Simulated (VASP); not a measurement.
# P (Cmce) in VASP: further runs, part 2 of 2

VASP 6.6.1. Earlier steps stand in the parts before.

## (9) Equation of state, PBEsol, 19.23 Å³/atom (volume scaled by 0.94)

The input, INCAR:

```
PREC     = Accurate       # precision mode
ENCUT    = 520            # plane-wave cutoff, eV
EDIFF    = 1E-7           # SCF threshold, eV
ISMEAR   = -1             # smearing method
SIGMA    = 0.05           # smearing width, eV
LREAL    = False          # projectors in reciprocal space
LASPH    = True           # aspherical terms in the spheres
NELM     = 60             # most SCF steps
ALGO     = Normal         # electronic algorithm
ISIF     = 2              # what is computed and relaxed
LWAVE    = False          # write WAVECAR
LCHARG   = False          # write CHGCAR
GGA      = PS             # functional
NBANDS   = 18             # bands
```

The input, KPOINTS:

```
regular mesh
0
Gamma
  8 8 6
```

The input, POSCAR:

```
P
1.0
    1.6141062751     -5.3534750391      0.0000000000
    1.6141062751      5.3534750391      0.0000000000
    0.0000000000      0.0000000000      4.4508823070
P
4
Direct
    0.9041431300      0.0958568700      0.5888151700
    0.0958568700      0.9041431300      0.4111848300
    0.5958568700      0.4041431300      0.0888151700
    0.4041431300      0.5958568700      0.9111848300
```

Potentials or basis: VASP PAW PBE potentials, release 64 (P).

Started as:

```bash
cat potpaw_PBE.64/P/POTCAR > POTCAR
mpirun -np 1 vasp_std > vasp.out
```

Wall time 83 s (1 thread of AMD EPYC 9R45 (Zen 5), shared host); peak memory 0.23 GiB.

It converged, with:

```
Free energy            : -22.9168 eV
Pressure               : 4.5 GPa
Largest force          : 0.842 eV/Å
Band gap on the k mesh : 0.05 eV, direct
```

Caveat: the PAW data sets were made with another functional, which shifts forces and pressure a little.

## (10) Equation of state, PBEsol, 19.64 Å³/atom (volume scaled by 0.96)

INCAR is that of step 9.

KPOINTS is that of step 9.

The input, POSCAR:

```
P
1.0
    1.6254735952     -5.3911768097      0.0000000000
    1.6254735952      5.3911768097      0.0000000000
    0.0000000000      0.0000000000      4.4822275814
P
4
Direct
    0.9041431300      0.0958568700      0.5888151700
    0.0958568700      0.9041431300      0.4111848300
    0.5958568700      0.4041431300      0.0888151700
    0.4041431300      0.5958568700      0.9111848300
```

Started as:

```bash
cat potpaw_PBE.64/P/POTCAR > POTCAR
mpirun -np 1 vasp_std > vasp.out
```

Wall time 82 s (1 thread of AMD EPYC 9R45 (Zen 5), shared host); peak memory 0.23 GiB.

The run converged. Its results:

| Quantity | Value |
| --- | --- |
| Free energy | -22.9532 eV |
| Pressure | 2.6 GPa |
| Largest force | 0.634 eV/Å |
| Band gap on the k mesh | 0.03 eV, direct |

Caveat: the PAW data sets were made with another functional, which shifts forces and pressure a little.

## (11) Equation of state, PBEsol, 20.05 Å³/atom (volume scaled by 0.98)

INCAR is that of step 10.

KPOINTS is that of step 10.

The input, POSCAR:

```
P
1.0
    1.6366841122     -5.4283585144      0.0000000000
    1.6366841122      5.4283585144      0.0000000000
    0.0000000000      0.0000000000      4.5131404726
P
4
Direct
    0.9041431300      0.0958568700      0.5888151700
    0.0958568700      0.9041431300      0.4111848300
    0.5958568700      0.4041431300      0.0888151700
    0.4041431300      0.5958568700      0.9111848300
```

Started as:

```bash
cat potpaw_PBE.64/P/POTCAR > POTCAR
mpirun -np 1 vasp_std > vasp.out
```

It took 83 s on 1 thread of AMD EPYC 9R45 (Zen 5), shared host; peak memory 0.23 GiB.

The run converged. Its results:

| Item | Value |
| --- | --- |
| Free energy | -22.9708 eV |
| Pressure | 0.8 GPa |
| Largest force | 0.445 eV/Å |
| Band gap on the k mesh | 0.01 eV, direct |

Caveat: the PAW data sets were made with another functional, which shifts forces and pressure a little.

## (12) Equation of state, PBEsol, 20.87 Å³/atom (volume scaled by 1.02)

INCAR is that of step 11.

KPOINTS is that of step 11.

The input, POSCAR:

```
P
1.0
    1.6586556482     -5.5012310827      0.0000000000
    1.6586556482      5.5012310827      0.0000000000
    0.0000000000      0.0000000000      4.5737267689
P
4
Direct
    0.9041431300      0.0958568700      0.5888151700
    0.0958568700      0.9041431300      0.4111848300
    0.5958568700      0.4041431300      0.0888151700
    0.4041431300      0.5958568700      0.9111848300
```

Potentials or basis: VASP PAW PBE potentials, release 64 (P).

Started as:

```bash
cat potpaw_PBE.64/P/POTCAR > POTCAR
mpirun -np 1 vasp_std > vasp.out
```

Wall time 1.9 min (1 thread of AMD EPYC 9R45 (Zen 5), shared host); peak memory 0.26 GiB.

It converged, with:

```
Free energy            : -22.9575 eV
Pressure               : -2.1 GPa
Largest force          : 0.152 eV/Å
Band gap on the k mesh : 0.05 eV, direct
```

Caveat: the PAW data sets were made with another functional, which shifts forces and pressure a little.

## (13) Equation of state, PBEsol, 21.28 Å³/atom (volume scaled by 1.04)

INCAR is that of step 12.

KPOINTS is that of step 12.

The input, POSCAR:

```
P
1.0
    1.6694264413     -5.5369543634      0.0000000000
    1.6694264413      5.5369543634      0.0000000000
    0.0000000000      0.0000000000      4.6034271255
P
4
Direct
    0.9041431300      0.0958568700      0.5888151700
    0.0958568700      0.9041431300      0.4111848300
    0.5958568700      0.4041431300      0.0888151700
    0.4041431300      0.5958568700      0.9111848300
```

Started as:

```bash
cat potpaw_PBE.64/P/POTCAR > POTCAR
mpirun -np 1 vasp_std > vasp.out
```

Wall time 1.9 min (1 thread of AMD EPYC 9R45 (Zen 5), shared host); peak memory 0.26 GiB.

Results (log left out):

```
Free energy            : -22.9297 eV
Pressure               : -3.4 GPa
Largest force          : 0.155 eV/Å
Band gap on the k mesh : 0.09 eV, direct
```

Caveat: the PAW data sets were made with another functional, which shifts forces and pressure a little.

## (14) Equation of state, PBEsol, 21.69 Å³/atom (volume scaled by 1.06)

INCAR is that of step 13.

KPOINTS is that of step 13.

The input, POSCAR:

```
P
1.0
    1.6800600174     -5.5722225395      0.0000000000
    1.6800600174      5.5722225395      0.0000000000
    0.0000000000      0.0000000000      4.6327491080
P
4
Direct
    0.9041431300      0.0958568700      0.5888151700
    0.0958568700      0.9041431300      0.4111848300
    0.5958568700      0.4041431300      0.0888151700
    0.4041431300      0.5958568700      0.9111848300
```

Started as:

```bash
cat potpaw_PBE.64/P/POTCAR > POTCAR
mpirun -np 1 vasp_std > vasp.out
```

Run time: 1.9 min. Hardware: 1 thread of AMD EPYC 9R45 (Zen 5), shared host; peak memory 0.27 GiB.

It converged, with:

- Free energy: -22.8898 eV
- Pressure: -4.5 GPa
- Largest force: 0.264 eV/Å
- Band gap on the k mesh: 0.13 eV, direct

Caveat: the PAW data sets were made with another functional, which shifts forces and pressure a little.

## (15) Equation of state, PBEsol

Potentials or basis: VASP PAW PBE potentials, release 64 (P).

This step only gathers the single runs of the series.

Results:

```yaml
Equilibrium_volume: 20.27 Å³/atom
Bulk_modulus_at_fixed_shape_and_positions: 77 GPa
Pressure_derivative_of_the_bulk_modulus: 4.4
```

Energy against volume, from the lowest point:
```csv
volume (Å³/atom),energy (meV/atom)
19.230,13.73
19.639,4.63
20.049,0.21
20.458,0.00
20.867,3.56
21.276,10.50
21.685,20.48
```

Caveat: the cell was scaled at fixed shape and fractional positions, which overstates the stiffness of a crystal with free parameters, most of all of layers and chains; the PAW data sets were made with another functional, which shifts forces and pressure a little.
